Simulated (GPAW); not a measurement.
# PbS (Galena) (Fm-3m) in GPAW: notebook, part 2 of 2

GPAW 26.7.0. The steps go on from the part before.

## Step 4: Equation of state, RPBE+D3(BJ)

run.py

```python
from ase.calculators.mixing import SumCalculator
from ase.eos import EquationOfState
from ase.io import Trajectory, read
from ase.units import GPa
from dftd3.ase import DFTD3
from gpaw import GPAW, PW

atoms = read('PbS.xyz')

traj = Trajectory('eos.traj', 'w')
volumes, energies = [], []
for x in [0.94, 0.96, 0.98, 1.0, 1.02, 1.04, 1.06]:
    a = atoms.copy()
    a.set_cell(atoms.cell * x**(1 / 3), scale_atoms=True)
    calc = GPAW(mode=PW(600),
                xc='RPBE',
                kpts={'size': (6, 6, 6), 'gamma': True},
                occupations={'name': 'fermi-dirac', 'width': 0.05},
                nbands=19,
                convergence={'density': 1e-05, 'energy': 1e-05},
                maxiter=150,
                txt=f'eos-{x:.2f}.txt')
    a.calc = SumCalculator([calc, DFTD3(method='rpbe', damping='d3bj')])
    energies.append(a.get_potential_energy())
    volumes.append(a.get_volume())
    p = -a.get_stress()[:3].mean() / GPa
    calc.write(f'eos-{x:.2f}.gpw')
    traj.write(a)
    print(f'{x:.2f} {volumes[-1]:10.4f} A^3 {energies[-1]:14.6f} eV {p:9.3f} GPa', flush=True)

v0, e0, B = EquationOfState(volumes, energies, eos='birchmurnaghan').fit()
print(f'V0 = {v0:.4f} A^3, E0 = {e0:.6f} eV, B0 = {B / GPa:.2f} GPa')
```

PbS.xyz

```xyz
2
Lattice="0.0000000000 2.9657500000 2.9657500000 2.9657500000 0.0000000000 2.9657500000 2.9657500000 2.9657500000 0.0000000000" Properties=species:S:1:pos:R:3 pbc="T T T"
Pb     0.0000000000      0.0000000000      0.0000000000
S      2.9657500000      2.9657500000      2.9657500000
```

Potentials or basis: the program's PAW data sets (release 1.2.1) made for this functional, pw.

Command:

```
OMP_NUM_THREADS=1 python run.py
```

Run time: 78 s. Hardware: 1 thread of Arm Neoverse V1, shared host; peak memory 0.23 GiB.

It converged, with:

```
Equilibrium volume : outside the volumes run
```

Energy against volume, from the lowest point:
| volume (Å³/atom) | energy (meV/atom) |
| --- | --- |
| 24.521 | 0.00 |
| 25.042 | 28.57 |
| 25.564 | 60.02 |
| 26.086 | 94.03 |
| 26.607 | 130.29 |
| 27.129 | 168.52 |
| 27.651 | 208.14 |

## Step 5: Band structure, r2SCAN, spin-orbit coupling, no magnetisation

run.py

```python
import numpy as np
from ase.dft.bandgap import bandgap
from ase.io import read, write
from ase.units import GPa
from gpaw import GPAW, PW
from gpaw.spinorbit import soc_eigenstates

atoms = read('POSCAR')

calc = GPAW(mode=PW(600),
            xc='MGGA_X_R2SCAN+MGGA_C_R2SCAN',
            kpts={'size': (6, 6, 6), 'gamma': True},
            occupations={'name': 'fermi-dirac', 'width': 0.05},
            nbands=19,
            convergence={'density': 1e-05, 'energy': 1e-05},
            maxiter=150,
            txt='gpaw.txt')
atoms.calc = calc
energy = atoms.get_potential_energy()
forces = atoms.get_forces()
stress = atoms.get_stress()
calc.write('gs.gpw')
write('result.traj', atoms)
print(f'Energy: {energy:.6f} eV')
print('Forces (eV/A):')
print(forces.round(4))
print('Stress (GPa):', (stress / GPa).round(3))
print('Fermi level:', round(calc.get_fermi_level(), 4), 'eV')
print(f'Gap: {bandgap(calc)[0]:.4f} eV, direct: {bandgap(calc, direct=True)[0]:.4f} eV')

path = atoms.cell.bandpath('GXWKGLUWLK,UX', npoints=80, eps=1e-4)
bs_calc = calc.fixed_density(kpts=path, symmetry='off', nbands=31,
                             convergence={'bands': 'CBM+6.0', 'eigenstates': 1e-6}, txt='bands.txt')
bs = bs_calc.band_structure()
bs.write('bs.json')
print(f'Gap on the path: {bandgap(bs_calc)[0]:.4f} eV')

soc = soc_eigenstates(bs_calc, theta=90, phi=0, ignore_xc_potential=True)
np.savetxt('soc_bands.dat', soc.eigenvalues(), fmt='%.4f')
mesh = soc_eigenstates('gs.gpw', theta=90, phi=0, ignore_xc_potential=True)
np.savetxt('soc_mesh.dat', mesh.eigenvalues(), fmt='%.4f')
print('Fermi level with spin-orbit coupling:', round(mesh.fermi_level, 4), 'eV')
```

POSCAR

```
PbS
1.0
    0.0000000000      2.9657500000      2.9657500000
    2.9657500000      0.0000000000      2.9657500000
    2.9657500000      2.9657500000      0.0000000000
Pb S
1 1
Direct
    0.0000000000      0.0000000000      0.0000000000
    0.5000000000      0.5000000000      0.5000000000
```

Potentials or basis: GPAW PAW data sets (gpaw-data 1.2.1), pw.

Command:

```
OMP_NUM_THREADS=1 python run.py
```

Run time: 3.1 min. Hardware: 1 thread of Arm Neoverse V1, shared host; peak memory 0.43 GiB.

The run converged. Its results:

| Property | Result |
| --- | --- |
| Free energy | -29.7842 eV |
| Pressure | 1.1 GPa |
| Band gap on the k mesh | 0.04 eV, direct |
| Band gap along the path | 0.12 eV, direct |

Levels at the corners of the path, in eV from the valence-band top:
| point | band 16 | band 17 | band 18 | band 19 | band 20 | band 21 | band 22 | band 23 | band 24 | band 25 |
| --- | --- | --- | --- | --- | --- | --- | --- | --- | --- | --- |
| Γ | -2.59 | -2.16 | -2.16 | -2.16 | -2.16 | 3.51 | 3.51 | 6.68 | 6.68 | 6.68 |
| X | -5.41 | -3.76 | -3.76 | -3.38 | -3.38 | 4.22 | 4.22 | 4.67 | 4.67 | 6.55 |
| W | -4.80 | -4.38 | -4.38 | -1.03 | -1.03 | 2.17 | 2.18 | 4.96 | 4.96 | 5.29 |
| K | -4.98 | -3.10 | -3.09 | -2.47 | -2.47 | 3.17 | 3.17 | 4.55 | 4.55 | 5.68 |
| Γ | -2.59 | -2.16 | -2.16 | -2.16 | -2.16 | 3.51 | 3.51 | 6.68 | 6.68 | 6.68 |
| L | -1.87 | -1.85 | -1.85 | 0.00 | 0.00 | 0.12 | 0.12 | 1.91 | 1.91 | 2.99 |
| U | -4.98 | -3.10 | -3.09 | -2.47 | -2.47 | 3.17 | 3.17 | 4.55 | 4.55 | 5.68 |
| W | -4.80 | -4.38 | -4.38 | -1.03 | -1.03 | 2.17 | 2.18 | 4.96 | 4.96 | 5.29 |
| L | -1.87 | -1.85 | -1.85 | 0.00 | 0.00 | 0.12 | 0.12 | 1.91 | 1.91 | 2.99 |
| K | -4.98 | -3.10 | -3.09 | -2.47 | -2.47 | 3.17 | 3.17 | 4.55 | 4.55 | 5.68 |
| U | -4.98 | -3.10 | -3.09 | -2.47 | -2.47 | 3.17 | 3.17 | 4.55 | 4.55 | 5.68 |
| X | -5.41 | -3.76 | -3.76 | -3.38 | -3.38 | 4.22 | 4.22 | 4.67 | 4.67 | 6.55 |

Caveat: spin-orbit coupling was added after a scalar SCF, so levels and gaps hold it while energy, forces, pressure and moments don't; this program's spin-orbit splittings come out too wide for heavy elements; the PAW data sets were made with another functional, which shifts forces and pressure a little.

## Step 6: Band structure, LDA

run.py

```python
from ase import Atoms
from ase.dft.bandgap import bandgap
from ase.io import write
from ase.units import GPa
from gpaw import GPAW, PW, setup_paths

setup_paths.insert(0, '.')

atoms = Atoms(['Pb', 'S'],
              cell=[[0.0, 2.96575, 2.96575],
                    [2.96575, 0.0, 2.96575],
                    [2.96575, 2.96575, 0.0]],
              scaled_positions=[[0.0, 0.0, 0.0],
                                [0.5, 0.5, 0.5]],
              pbc=True)

calc = GPAW(mode=PW(600),
            xc='LDA',
            kpts={'size': (6, 6, 6), 'gamma': True},
            occupations={'name': 'fermi-dirac', 'width': 0.05},
            nbands=19,
            convergence={'density': 1e-05, 'energy': 1e-05},
            maxiter=150,
            txt='gpaw.txt')
atoms.calc = calc
energy = atoms.get_potential_energy()
forces = atoms.get_forces()
stress = atoms.get_stress()
calc.write('gs.gpw')
write('result.traj', atoms)
print(f'Energy: {energy:.6f} eV')
print('Forces (eV/A):')
print(forces.round(4))
print('Stress (GPa):', (stress / GPa).round(3))
print('Fermi level:', round(calc.get_fermi_level(), 4), 'eV')
print(f'Gap: {bandgap(calc)[0]:.4f} eV, direct: {bandgap(calc, direct=True)[0]:.4f} eV')

path = atoms.cell.bandpath('GXWKGLUWLK,UX', npoints=100, eps=1e-4)
bs_calc = calc.fixed_density(kpts=path, symmetry='off', nbands=31,
                             convergence={'bands': 'CBM+6.0', 'eigenstates': 1e-6}, txt='bands.txt')
bs = bs_calc.band_structure()
bs.write('bs.json')
print(f'Gap on the path: {bandgap(bs_calc)[0]:.4f} eV')
```

Potentials or basis: PAW data sets generated in the run's folder for this functional, pw.

Command:

```
gpaw-setup -f LDA Pb S
OMP_NUM_THREADS=1 python run.py
```

Run time: 70 s. Hardware: 1 thread of Arm Neoverse V1, shared host; peak memory 0.29 GiB.

It converged, with:

```
Free energy             : -10.2394 eV
Pressure                : -2.9 GPa
Band gap on the k mesh  : 0.19 eV, direct
Band gap along the path : 0.19 eV, direct
```

Levels at the corners of the path, in eV from the valence-band top:
```tsv
point	band 8	band 9	band 10	band 11	band 12	band 13
Γ	-2.17	-2.17	-2.17	5.03	5.03	5.03
X	-5.26	-3.47	-3.47	3.73	5.44	5.53
W	-4.48	-4.48	-1.01	2.02	4.54	4.54
K	-4.84	-2.96	-2.53	3.20	3.99	4.93
Γ	-2.17	-2.17	-2.17	5.03	5.03	5.03
L	-1.76	-1.76	0.00	0.19	1.80	1.80
U	-4.84	-2.96	-2.53	3.20	3.99	4.93
W	-4.48	-4.48	-1.01	2.02	4.54	4.54
L	-1.76	-1.76	0.00	0.19	1.80	1.80
K	-4.84	-2.96	-2.53	3.20	3.99	4.93
U	-4.84	-2.96	-2.53	3.20	3.99	4.93
X	-5.26	-3.47	-3.47	3.73	5.44	5.53
```

Caveat: spin-orbit coupling is left out, which as a rule narrows the gap of such compounds by several tenths of an eV.

## Step 7: Summary

| task | level | potentials or basis | spin | cutoff (eV) | band path | band points | data set | spin axis theta (degrees) | spin axis phi (degrees) | grid spacing | gap on the mesh (eV) | pressure (GPa) |
| --- | --- | --- | --- | --- | --- | --- | --- | --- | --- | --- | --- | --- |
| band structure | PBE | GPAW PAW data sets (gpaw-data 1.2.1), newer versions, pw | off | 600 | GXWKGLUWLK,UX | 80 | S v3 | - | - | - | 0.31 | 2.0 |
| band structure | PBE | GPAW PAW data sets (gpaw-data 1.2.1), fd | off | - | GXWKGLUWLK,UX | 60 | - | - | - | 0.2 Å | 0.31 | - |
| equation of state | RPBE+D3(BJ) | the program's PAW data sets (release 1.2.1) made for this functional, pw | off | 600 | - | - | - | - | - | - | - | - |
| band structure | r2SCAN | GPAW PAW data sets (gpaw-data 1.2.1), pw | SOC, no magnetisation | 600 | GXWKGLUWLK,UX | 80 | - | 90 | 0 | - | 0.04 | 1.1 |
| band structure | LDA | PAW data sets generated in the run's folder for this functional, pw | off | 600 | GXWKGLUWLK,UX | 100 | - | - | - | - | 0.19 | -2.9 |

Alike in all rows: cell as given; k mesh 6 × 6 × 6; smearing fermi-dirac 0.05 eV.

Caveats: spin-orbit coupling is left out, which as a rule narrows the gap of such compounds by several tenths of an eV (some runs); the real-space grid adds noise to forces (some runs); spin-orbit coupling was added after a scalar SCF, so levels and gaps hold it while energy, forces, pressure and moments don't (some runs); this program's spin-orbit splittings come out too wide for heavy elements (some runs); the PAW data sets were made with another functional, which shifts forces and pressure a little (some runs).

Total energies depend on the potentials used, so only differences within one code and one set of settings carry meaning.
